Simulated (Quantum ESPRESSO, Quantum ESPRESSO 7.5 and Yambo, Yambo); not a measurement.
## InP (F-43m): G0W0 with Yambo, start to end

Aim: the G0W0 gap of InP (F-43m) on PBE, step by step.

Method: PBE and many-body steps on it, plane waves, in Quantum ESPRESSO 7.5 and Yambo 5.3.0.

The database entry behind the starting cell differs from later determinations by our own check (0.1 to 0.3 % short, probably kX units), so it need not match the best structure at ambient conditions.

## 1. The starting structure

Symmetry: F-43m, No. 216, cubic system. The conventional cell has a = 5.861 Å, b = 5.861 Å, c = 5.861 Å, α = 90.00°, β = 90.00°, γ = 90.00°. Nearest to In lie 4 P at 2.54 Å. Nearest to P lie 4 In at 2.54 Å. Farther neighbours are not listed.

Coordinates:

```cif
data_structure
_symmetry_space_group_name_H-M 'P 1'
_symmetry_Int_Tables_number 1
_cell_length_a 4.1444
_cell_length_b 4.1444
_cell_length_c 4.1444
_cell_angle_alpha 60.000
_cell_angle_beta 60.000
_cell_angle_gamma 60.000
_cell_volume 50.33
loop_
_atom_site_label
_atom_site_type_symbol
_atom_site_fract_x
_atom_site_fract_y
_atom_site_fract_z
_atom_site_occupancy
In1 In 0.00000 0.00000 0.00000 1
P2 P 0.25000 0.25000 0.25000 1
```

The cell and positions come from the Crystallography Open Database and are kept as given unless a step says otherwise.

## 2. Ground state

This step: Quantum ESPRESSO 7.5; DFT, PBE, plane waves, norm-conserving pseudopotentials.

The ground-state density comes first.

File pw.in:

```
&control
  calculation = 'scf'
  prefix = 'x'
  outdir = 'o'
  pseudo_dir = 'pseudo'
/
&system
  ibrav = 0
  nat = 2
  ntyp = 2
  ecutwfc = 70.0
  nbnd = 18
  force_symmorphic = .true.
/
&electrons
  conv_thr = 1e-10
  electron_maxstep = 80
  mixing_beta = 0.5
/
ATOMIC_SPECIES
  In 114.82 In.upf
  P 30.974 P.upf
CELL_PARAMETERS angstrom
  0.0000000000 2.9305000000 2.9305000000
  2.9305000000 -0.0000000000 2.9305000000
  2.9305000000 2.9305000000 0.0000000000
ATOMIC_POSITIONS crystal
  In 0.0000000000 0.0000000000 0.0000000000
  P 0.2500000000 0.2500000000 0.2500000000
K_POINTS automatic
  6 6 6 0 0 0
```

Command:

```console
$ OMP_NUM_THREADS=1 mpirun -n 8 pw.x -nk 8 -in pw.in > pw.out
```

The program printed:

```text
Program PWSCF v.7.5 starts

     This program is part of the open-source Quantum ESPRESSO suite
     for quantum simulation of materials; please cite
         "P. Giannozzi et al., J. Phys.:Condens. Matter 21 395502 (2009);
         "P. Giannozzi et al., J. Phys.:Condens. Matter 29 465901 (2017);
         "P. Giannozzi et al., J. Chem. Phys. 152 154105 (2020);
     in publications or presentations arising from this work. More details at
     Message from routine setup:
     using ibrav=0 with symmetry is DISCOURAGED, use correct ibrav instead

     G-vector sticks info

     bravais-lattice index     =            0
     lattice parameter (alat)  =       7.8317  a.u.
     unit-cell volume          =     339.6658 (a.u.)^3
     number of atoms/cell      =            2
     number of atomic types    =            2
     number of electrons       =        26.00
     number of Kohn-Sham states=           18
     kinetic-energy cutoff     =      70.0000  Ry
     charge density cutoff     =     280.0000  Ry
     scf convergence threshold =      1.0E-10
     mixing beta               =       0.5000
     number of iterations used =            8  plain     mixing
     Exchange-correlation= PBE
                           (   1   4   3   4   0   0   0)

     celldm(1)=   7.831692  celldm(2)=   0.000000  celldm(3)=   0.000000
     celldm(4)=   0.000000  celldm(5)=   0.000000  celldm(6)=   0.000000

     crystal axes: (cart. coord. in units of alat)
               a(1) = (   0.000000   0.707107   0.707107 )
               a(2) = (   0.707107  -0.000000   0.707107 )
               a(3) = (   0.707107   0.707107   0.000000 )

     reciprocal axes: (cart. coord. in units 2 pi/alat)
               b(1) = ( -0.707107  0.707107  0.707107 )
               b(2) = (  0.707107 -0.707107  0.707107 )
               b(3) = (  0.707107  0.707107 -0.707107 )
     Pseudo is Norm-conserving + core correction, Zval = 21.0
     Generated using ONCVPSP code by D. R. Hamann
     Using radial grid of 1964 points,  6 beta functions with:
     Pseudo is Norm-conserving + core correction, Zval =  5.0
     Generated using ONCVPSP code by D. R. Hamann
     Using radial grid of 1298 points,  6 beta functions with:
     In               21.00   114.82000     In( 1.00)
     P                 5.00    30.97400     P ( 1.00)

     24 Sym. Ops. (no inversion) found

   Cartesian axes

     site n.     atom                  positions (alat units)
         1        In     tau(   1) = (   0.0000000   0.0000000   0.0000000  )
         2        P      tau(   2) = (   0.3535534   0.3535534   0.3535534  )

     number of k points=    16
                       cart. coord. in units 2pi/alat
        k(    1) = (   0.0000000   0.0000000   0.0000000), wk =   0.0092593
        k(    2) = (   0.1178511   0.1178511  -0.1178511), wk =   0.0740741
        k(    3) = (   0.2357023   0.2357023  -0.2357023), wk =   0.0740741
        k(    4) = (  -0.3535534  -0.3535534   0.3535534), wk =   0.0370370
        k(    5) = (   0.2357023   0.0000000  -0.0000000), wk =   0.0555556
        k(    6) = (   0.3535534   0.1178511  -0.1178511), wk =   0.2222222
        k(    7) = (  -0.2357023  -0.4714045   0.4714045), wk =   0.2222222
        k(    8) = (  -0.1178511  -0.3535534   0.3535534), wk =   0.2222222
        k(    9) = (   0.0000000  -0.2357023   0.2357023), wk =   0.1111111
        k(   10) = (   0.4714045   0.0000000  -0.0000000), wk =   0.0555556
     [... 4 further rows ...]
        k(   15) = (  -0.1178511  -0.3535534   0.5892557), wk =   0.2222222
        k(   16) = (  -0.7071068   0.2357023   0.0000000), wk =   0.1111111

     Dense  grid:    26813 G-vectors     FFT dimensions: (  45,  45,  45)

     Initial potential from superposition of free atoms

     starting charge      25.9960, renormalised to      26.0000
     Starting wfcs are   17 randomized atomic wfcs +    1 random wfcs

     per-process dynamical memory:    25.2 Mb

     Self-consistent Calculation

     iteration #  1     ecut=    70.00 Ry     beta= 0.50

     Threshold (ethr) on eigenvalues was too large:
     Diagonalizing with lowered threshold

     total energy              =    -412.74441866 Ry
     estimated scf accuracy    <       0.10781892 Ry

     iteration #  2     ecut=    70.00 Ry     beta= 0.50

     total energy              =    -412.76784136 Ry
     estimated scf accuracy    <       0.00821873 Ry

     iteration #  3     ecut=    70.00 Ry     beta= 0.50

     total energy              =    -412.76867943 Ry
     estimated scf accuracy    <       0.00140938 Ry

     iteration #  4     ecut=    70.00 Ry     beta= 0.50

     total energy              =    -412.76872744 Ry
     estimated scf accuracy    <       0.00002985 Ry

     iteration #  5     ecut=    70.00 Ry     beta= 0.50

     total energy              =    -412.76873537 Ry
     estimated scf accuracy    <       0.00000140 Ry

     iteration #  6     ecut=    70.00 Ry     beta= 0.50

     total energy              =    -412.76873585 Ry
     estimated scf accuracy    <       0.00000022 Ry

     iteration #  7     ecut=    70.00 Ry     beta= 0.50

     total energy              =    -412.76873591 Ry
     estimated scf accuracy    <          3.0E-09 Ry

     iteration #  8     ecut=    70.00 Ry     beta= 0.50

     total energy              =    -412.76873591 Ry
     estimated scf accuracy    <          5.7E-10 Ry

     iteration #  9     ecut=    70.00 Ry     beta= 0.50

     End of self-consistent calculation

          k = 0.0000 0.0000 0.0000 (  3383 PWs)   bands (ev):

  -106.7264 -65.2019 -65.2019 -65.2019  -5.8899  -5.8899  -5.8899  -5.7394
    -5.7394  -3.2026   8.3156   8.3156   8.3156   9.0241  12.4039  12.4039
    12.4039  16.9083

          k = 0.1179 0.1179-0.1179 (  3365 PWs)   bands (ev):

  -106.7263 -65.2019 -65.2019 -65.2019  -5.9214  -5.8775  -5.8775  -5.7386
    -5.7386  -2.8897   6.1319   8.0113   8.0113  10.1169  12.8142  12.8430
    12.8430  16.9201

          k = 0.2357 0.2357-0.2357 (  3386 PWs)   bands (ev):

  -106.7265 -65.2020 -65.2019 -65.2019  -5.9807  -5.8580  -5.8580  -5.7324
    -5.7324  -2.0822   3.7503   7.5396   7.5396   9.9698  13.1810  13.1810
    14.5977  17.2298

          k =-0.3536-0.3536 0.3536 (  3354 PWs)   bands (ev):

     [... further k-points ...]

     highest occupied, lowest unoccupied level (ev):     8.3156    9.0241

!    total energy              =    -412.76873591 Ry
     estimated scf accuracy    <          5.2E-12 Ry

     The total energy is the sum of the following terms:
     one-electron contribution =    -293.33786613 Ry
     hartree contribution      =     148.96528056 Ry
     xc contribution           =     -60.28691661 Ry
     ewald contribution        =    -208.10923374 Ry

     convergence has been achieved in   9 iterations

     XML data file, charge density, pseudopotentials, collected wavefunctions

=------------------------------------------------------------------------------=
   JOB DONE.
=------------------------------------------------------------------------------=
```

Wall time 6.7 s (8 MPI ranks of Intel Xeon Platinum 8375C at 2.90GHz (Ice Lake), shared host); peak memory 0.54 GiB.

This step gave:

```yaml
total_energy: -5616.0048 eV
gap: 0.7085 eV
k_of_the_valence_top: 0, 0, 0
k_of_the_conduction_bottom: 0, 0, 0
least_direct_gap: 0.7085 eV
```

The gap is direct, at Γ.

## 3. Bands along the symmetry lines

The cheap functional maps the bands first; the places of the edges decide which points the dearer methods must see.

File pw.in:

```
&control
  calculation = 'bands'
  prefix = 'x'
  outdir = 'o'
  pseudo_dir = 'pseudo'
/
&system
  ibrav = 0
  nat = 2
  ntyp = 2
  ecutwfc = 70.0
  nbnd = 19
  force_symmorphic = .true.
/
&electrons
  conv_thr = 1e-9
  electron_maxstep = 80
  diago_full_acc = .true.
  diago_thr_init = 5e-6
/
ATOMIC_SPECIES
  In 114.82 In.upf
  P 30.974 P.upf
CELL_PARAMETERS angstrom
  0.0000000000 2.9305000000 2.9305000000
  2.9305000000 -0.0000000000 2.9305000000
  2.9305000000 2.9305000000 0.0000000000
ATOMIC_POSITIONS crystal
  In 0.0000000000 0.0000000000 0.0000000000
  P 0.2500000000 0.2500000000 0.2500000000
K_POINTS crystal
  50
  0.00000000 0.00000000 0.00000000 1
  -0.06250000 -0.06250000 0.00000000 1
  -0.12500000 -0.12500000 0.00000000 1
  -0.18750000 -0.18750000 0.00000000 1
  -0.25000000 -0.25000000 0.00000000 1
  -0.31250000 -0.31250000 0.00000000 1
  -0.37500000 -0.37500000 0.00000000 1
  -0.43750000 -0.43750000 0.00000000 1
  -0.50000000 -0.50000000 0.00000000 1
  -0.48437500 -0.48437500 0.03125000 1
  -0.46875000 -0.46875000 0.06250000 1
  -0.45312500 -0.45312500 0.09375000 1
  -0.43750000 -0.43750000 0.12500000 1
  -0.42187500 -0.42187500 0.15625000 1
  -0.40625000 -0.40625000 0.18750000 1
  -0.39062500 -0.39062500 0.21875000 1
  -0.37500000 -0.37500000 0.25000000 1
  -0.37500000 0.00000000 0.37500000 1
  -0.32812500 0.00000000 0.32812500 1
  -0.28125000 0.00000000 0.28125000 1
  -0.23437500 0.00000000 0.23437500 1
  -0.18750000 0.00000000 0.18750000 1
  -0.14062500 0.00000000 0.14062500 1
  -0.09375000 0.00000000 0.09375000 1
  -0.04687500 0.00000000 0.04687500 1
  0.00000000 0.00000000 0.00000000 1
  0.00000000 0.00000000 0.06250000 1
  0.00000000 0.00000000 0.12500000 1
  0.00000000 0.00000000 0.18750000 1
  0.00000000 0.00000000 0.25000000 1
  0.00000000 0.00000000 0.31250000 1
  0.00000000 0.00000000 0.37500000 1
  0.00000000 0.00000000 0.43750000 1
  -0.00000000 -0.00000000 0.50000000 1
  -0.06250000 -0.03125000 0.46875000 1
  -0.12500000 -0.06250000 0.43750000 1
  -0.18750000 -0.09375000 0.40625000 1
  -0.25000000 -0.12500000 0.37500000 1
  -0.31250000 -0.15625000 0.34375000 1
  -0.37500000 -0.18750000 0.31250000 1
  -0.43750000 -0.21875000 0.28125000 1
  -0.50000000 -0.25000000 0.25000000 1
  -0.50000000 -0.28125000 0.21875000 1
  -0.50000000 -0.31250000 0.18750000 1
  -0.50000000 -0.34375000 0.15625000 1
  -0.50000000 -0.37500000 0.12500000 1
  -0.50000000 -0.40625000 0.09375000 1
  -0.50000000 -0.43750000 0.06250000 1
  -0.50000000 -0.46875000 0.03125000 1
  -0.50000000 -0.50000000 0.00000000 1
```

The program printed:

```text
[banner, memory and clock lines left out]
Program PWSCF v.7.5 starts

     Atomic positions and unit cell read from directory:
     o/x.save/

     Message from routine setup:
     using ibrav=0 with symmetry is DISCOURAGED, use correct ibrav instead

     G-vector sticks info

     bravais-lattice index     =            0
     lattice parameter (alat)  =       7.8317  a.u.
     unit-cell volume          =     339.6658 (a.u.)^3
     number of atoms/cell      =            2
     number of atomic types    =            2
     number of electrons       =        26.00
     number of Kohn-Sham states=           19
     kinetic-energy cutoff     =      70.0000  Ry
     charge density cutoff     =     280.0000  Ry
     Exchange-correlation= PBE
                           (   1   4   3   4   0   0   0)

     celldm(1)=   7.831692  celldm(2)=   0.000000  celldm(3)=   0.000000
     celldm(4)=   0.000000  celldm(5)=   0.000000  celldm(6)=   0.000000

     crystal axes: (cart. coord. in units of alat)
               a(1) = (   0.000000   0.707107   0.707107 )
               a(2) = (   0.707107  -0.000000   0.707107 )
               a(3) = (   0.707107   0.707107   0.000000 )

     reciprocal axes: (cart. coord. in units 2 pi/alat)
               b(1) = ( -0.707107  0.707107  0.707107 )
               b(2) = (  0.707107 -0.707107  0.707107 )
               b(3) = (  0.707107  0.707107 -0.707107 )
     Pseudo is Norm-conserving + core correction, Zval = 21.0
     Generated using ONCVPSP code by D. R. Hamann
     Using radial grid of 1964 points,  6 beta functions with:
     Pseudo is Norm-conserving + core correction, Zval =  5.0
     Generated using ONCVPSP code by D. R. Hamann
     Using radial grid of 1298 points,  6 beta functions with:
     In               21.00   114.82000     In( 1.00)
     P                 5.00    30.97400     P ( 1.00)

     24 Sym. Ops. (no inversion) found

   Cartesian axes

     site n.     atom                  positions (alat units)
         1        In     tau(   1) = (   0.0000000   0.0000000   0.0000000  )
         2        P      tau(   2) = (   0.3535534   0.3535534   0.3535534  )

     number of k points=    50
                       cart. coord. in units 2pi/alat
        k(    1) = (   0.0000000   0.0000000   0.0000000), wk =   0.0400000
        k(    2) = (   0.0000000   0.0000000  -0.0883883), wk =   0.0400000
        k(    3) = (   0.0000000   0.0000000  -0.1767767), wk =   0.0400000
[...]
[... 38 further rows ...]
        k(   49) = (   0.0441942  -0.0000000  -0.7071068), wk =   0.0400000
        k(   50) = (   0.0000000   0.0000000  -0.7071068), wk =   0.0400000

     Dense  grid:    26813 G-vectors     FFT dimensions: (  45,  45,  45)

     The potential is recalculated from file :
     o/x.save/charge-density

     Starting wfcs are   17 randomized atomic wfcs +    2 random wfcs

     Band Structure Calculation

     End of band structure calculation

          k = 0.0000 0.0000 0.0000 (  3383 PWs)   bands (ev):

  -106.7264 -65.2019 -65.2019 -65.2019  -5.8899  -5.8899  -5.8899  -5.7394
    -5.7394  -3.2026   8.3156   8.3156   8.3156   9.0241  12.4039  12.4039
    12.4039  16.9083  17.7289

          k = 0.0000 0.0000-0.0884 (  3387 PWs)   bands (ev):

  -106.7264 -65.2019 -65.2019 -65.2019  -5.8987  -5.8862  -5.8862  -5.7408
[...]
12.6064  17.0904  17.2627

          k = 0.0000 0.0000-0.1768 (  3371 PWs)   bands (ev):

[...]
13.1361  16.1166  17.8743

          k = 0.0000 0.0000-0.2652 (  3351 PWs)   bands (ev):

[...]
k =-0.0000-0.0000-0.4419 (  3367 PWs)   bands (ev):

[...]
k =-0.0000-0.0000-0.6187 (  3334 PWs)   bands (ev):

[...]
k = 0.5303-0.0000-0.5303 (  3352 PWs)   bands (ev):

[...]
k = 0.3977-0.0000-0.3977 (  3364 PWs)   bands (ev):

[...]
k = 0.2652-0.0000-0.2652 (  3385 PWs)   bands (ev):

[...]
k = 0.0000 0.0000 0.0000 (  3383 PWs)   bands (ev):

[...]
k = 0.1326 0.0000-0.7071 (  3346 PWs)   bands (ev):

[...]
k = 0.0884-0.0000-0.7071 (  3342 PWs)   bands (ev):

[...]
k = 0.0442-0.0000-0.7071 (  3342 PWs)   bands (ev):

[...]
17.6968  18.0121  19.1706

          k = 0.0000 0.0000-0.7071 (  3338 PWs)   bands (ev):

  -106.7262 -65.2021 -65.2020 -65.2020  -6.0742  -5.7901  -5.7851  -5.7851
    -5.7042  -0.8270   2.5644   5.9958   5.9958  10.0755  10.5826  17.5431
    17.9007  17.9007  19.0945

     XML data file, pseudopotentials, collected wavefunctions
```

Run time: 6.1 s. Hardware: 8 MPI ranks; peak memory 0.49 GiB; 46 s of CPU time.

This step gave:

| Item | Value |
| --- | --- |
| gap | 0.7085 eV |
| k of the valence top | 0, 0, 0 |
| k of the conduction bottom | 0, 0, 0 |
| least direct gap | 0.7085 eV |

The gap is 0.709 eV, as in the run before at this level.

The electronic bands at the labelled points (eV, zero at the top of the highest filled band):

| point | band 10 | band 11 | band 12 | band 13 | band 14 | band 15 | band 16 | band 17 |
| --- | --- | --- | --- | --- | --- | --- | --- | --- |
| Γ | -11.52 | 0.00 | 0.00 | 0.00 | 0.71 | 4.09 | 4.09 | 4.09 |
| halfway | -10.62 | -3.34 | -1.41 | -1.41 | 2.49 | 3.13 | 6.38 | 6.38 |
| X | -9.14 | -5.75 | -2.32 | -2.32 | 1.76 | 2.27 | 9.23 | 9.59 |
| halfway | -9.13 | -5.71 | -2.75 | -2.22 | 2.04 | 2.88 | 8.40 | 8.71 |
| U | -9.15 | -5.61 | -3.30 | -1.94 | 2.36 | 4.39 | 7.52 | 7.55 |
| jump to K | -9.15 | -5.61 | -3.30 | -1.94 | 2.36 | 4.39 | 7.52 | 7.55 |
| halfway | -10.53 | -3.80 | -2.01 | -0.57 | 2.84 | 4.69 | 4.99 | 5.22 |
| Γ | -11.52 | 0.00 | 0.00 | 0.00 | 0.71 | 4.09 | 4.09 | 4.09 |
| halfway | -10.84 | -3.44 | -0.56 | -0.56 | 1.79 | 4.79 | 4.79 | 5.33 |
| L | -9.80 | -5.73 | -0.97 | -0.97 | 1.50 | 4.80 | 4.80 | 7.12 |
| halfway | -9.48 | -5.54 | -2.69 | -1.63 | 3.17 | 4.18 | 5.88 | 7.23 |
| W | -9.06 | -5.60 | -2.95 | -2.91 | 4.29 | 4.38 | 5.57 | 6.21 |
| halfway | -9.10 | -5.68 | -2.65 | -2.64 | 2.69 | 3.10 | 7.66 | 7.75 |
| X | -9.14 | -5.75 | -2.32 | -2.32 | 1.76 | 2.27 | 9.23 | 9.59 |

The electronic bands as a text plot (rows in eV, shown from -8.0 to 6.7 only):

```
    6.4 |     ++            ++                 +         ++++
    5.8 |    +              ++               ++      ++++ ++
    5.2 |                  ++++++++         +     +++    +
    4.6 | +++             +     ++++++   +++++++++++++  +++
    4.0 |++              +       ++++++++++           ++++ ++
    3.3 |  ++ ++        +                             ++    ++
    2.7 |    ++++++    +   ++++++++                  +       +++
    2.1 |  ++   +++++++++++        ++      +        +         +++
    1.5 | +        +++               +   ++ ++++++++
    0.9 |+                            +++
    0.3 |*                           ***
   -0.3 | ***                   ******  *****
   -1.0 | *  *                **   ***       ********
   -1.6 |  ** ****         ***   ****    **         ***
   -2.2 |    *    *********     *                    * **      **
   -2.8 |              **     ** **        *          ** ******
   -3.4 |     **         *****              *           **
   -4.0 |       **              *            **
   -4.6 |                     **
   -5.2 |         ***      ***                 **     ***
   -5.9 |            ******                      *****   ********
   -6.5 |
   -7.1 |
   -7.7 |
         Γ           X  U|K            Γ         L        W     X
```

(Part 1 of 2 ends here.)

[Paths, hosts, dates, memory and timing lines, banners, echoed tables and standing remarks are left out of the program output.]

[Logs are printed without paths, hosts, clocks, repeated set-up lines and the standing remarks that a program may print on its own settings, such as how far it seeks lower states.]

[Runs of the session that timed out or met a known fault of the program may be left out.]

[Hosts, paths, dates, database ids (printed as entryN), source tags and the programs' standing remarks are cut or masked in the printed files.]
